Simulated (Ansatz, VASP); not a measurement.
# One calculation of CsI, two programs

```
CELL_PARAMETERS angstrom
4.81664 0.00000 0.00000
0.00000 4.81664 0.00000
0.00000 0.00000 4.81664
ATOMIC_POSITIONS crystal
Cs 0.00000 0.00000 0.00000
I 0.50000 0.50000 0.50000
```

Alike in both runs: task single point; functional PBE; k mesh 6 × 6 × 6; occupations gaussian, width 0.02 eV; no spin polarisation.

```csv
,VASP,Ansatz
version,VASP 6.6.1,Ansatz 0.2.0
potentials or method,"VASP PAW PBE potentials, release 64 (Cs_sv, I)","scalar-relativistic, plane waves, PAW"
plane-wave cutoff (eV),520,420
valence electrons in the cell,16,26
```

```csv
,VASP,Ansatz,Ansatz less VASP
gap on the k mesh at the Fermi level (eV),3.42,3.43,+0.009
least direct gap on the mesh (eV),3.52,3.53,+0.007
pressure (GPa),-0.7,-0.7,-0.02
```

The two sets of potentials don't hold the same shells in valence.

Caveats: spin-orbit coupling is left out, which moves the levels of the heavy elements. A k mesh can miss the band edges.
